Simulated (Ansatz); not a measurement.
# Ge: the cost of one run

Program: Ansatz 0.2.0. Level of theory: DFT PBE, scalar-relativistic, plane waves, PAW. These are calculated values, not measurements.

### Step 1. The system as given

Symmetry: Pmma, No. 51, orthorhombic system. The conventional cell has a = 3.945 Å, b = 6.149 Å, c = 5.728 Å, α = 90.00°, β = 90.00°, γ = 90.00°. Around Ge (site symmetry m) lie 4 Ge at 2.40 Å. Ge (site symmetry mm2) has 4 Ge at 2.40 Å as nearest neighbours.

Structure file:

```
Ge
1.0
     3.94482    0.00000    0.00000
     0.00000    6.14937    0.00000
     0.00000    0.00000    5.72790
Ge
6
Direct
  0.75000 0.30462 0.11960
  0.25000 0.69538 0.88040
  0.25000 0.30462 0.88040
  0.75000 0.69538 0.11960
  0.25000 0.00000 0.61894
  0.75000 0.00000 0.38106
```

The cell is invented: 4-connected net of one element (Pmma, No. 51). Its size is a rough estimate.

### Step 2. Probe: one point on a coarse mesh

The input, input.yaml:

```yaml
crystal:
  lattice:
    - [3.94482131, 0.0, 0.0]
    - [0.0, 6.14936735, 0.0]
    - [0.0, 0.0, 5.72790376]
  atoms:
    - { symbol: Ge, position: [0.75, 0.30461984, 0.11960499] }
    - { symbol: Ge, position: [0.25, 0.69538016, 0.88039501] }
    - { symbol: Ge, position: [0.25, 0.30461984, 0.88039501] }
    - { symbol: Ge, position: [0.75, 0.69538016, 0.11960499] }
    - { symbol: Ge, position: [0.25, 0.0, 0.61893749] }
    - { symbol: Ge, position: [0.75, 0.0, 0.38106251] }
basis:
  ecutwfc: 420
kpoints:
  mp_grid: { grid: [4, 4, 4] }
hamiltonian:
  xc: pbe
scf:
  occupations: { method: gaussian, width: 0.1 }
  lower_state_search: "off"
output:
  forces: true
  stress: true
  eigenvalues: true
```

Started as:

```console
$ ansatz run input.yaml --threads 1 --pin off --max-ram 2560MiB --backend cpu --events-out ev --progress --plain --runs-dir out
```

**Question.** How long does this run take on 1 thread of Arm Neoverse V1, shared host, and how much memory does it need?

About 11 s, with a peak of 0.43 GiB.
